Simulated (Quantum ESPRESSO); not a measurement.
Crystal: N.

```
N
1.0
     5.56052    0.00000    0.00000
     0.00000    5.56052    0.00000
     0.00000    0.00000    5.56052
N
8
Direct
  0.05740 0.44260 0.55740
  0.44260 0.55740 0.05740
  0.55740 0.05740 0.44260
  0.94260 0.94260 0.94260
  0.94260 0.55740 0.44260
  0.55740 0.44260 0.94260
  0.44260 0.94260 0.55740
  0.05740 0.05740 0.05740
```

Base run:

- Program: Quantum ESPRESSO 7.5
- Functional: r2SCAN
- Potentials or basis: SG15 PBE 1.2
- Cutoff: 1197 eV
- Density cutoff: 4789 eV
- k mesh: 5 × 5 × 5
- Occupations: fermi-dirac, width 0.05 eV
- Spin: no spin polarisation

Its results: band gap on the k mesh 7.98 eV, indirect (least direct gap 8.01 eV); pressure -2.2 GPa; largest force 1.757 eV/Å.

Task: The run is repeated on the same cell with these changes: functional from r2SCAN to LDA; potentials or basis from SG15 PBE 1.2 to GBRV 1.5 LDA; cutoff from 1197 eV to 612 eV; density cutoff from 4789 eV to 4898 eV. What comes out?

Result: Band gap on the k mesh 7.07 eV, indirect (least direct gap 7.10 eV); pressure -1.5 GPa; largest force 0.685 eV/Å.

Caveats: the potentials were made for another functional, which shifts forces and pressure (some runs).
